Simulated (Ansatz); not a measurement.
Crystal: Lu.

```
Lu
1.0
     3.50310    0.00000    0.00000
    -1.75155    3.03377    0.00000
     0.00000    0.00000    5.55090
Lu
2
Cartesian
  1.7516 1.0113 4.1632
  0.0000 2.0225 1.3877
```

Base run:

```yaml
Program: Ansatz 0.2.0
Functional: PBE
Potentials_or_basis: all-electron LAPW, scalar-relativistic
Cutoff: 173 eV (chosen from the basis error)
Basis_error_allowed: 0.001 eV/atom
k_mesh: 9 × 9 × 5
Occupations: fermi-dirac, width 0.05 eV
Spin: no spin polarisation
```

Its results: pressure -0.5 GPa.

Question: The run is repeated on the same cell with these changes: functional from PBE to LDA. What comes out?

Answer: Pressure -5.6 GPa.

LDA binds more tightly than PBE, so the same cell stands under less pressure.
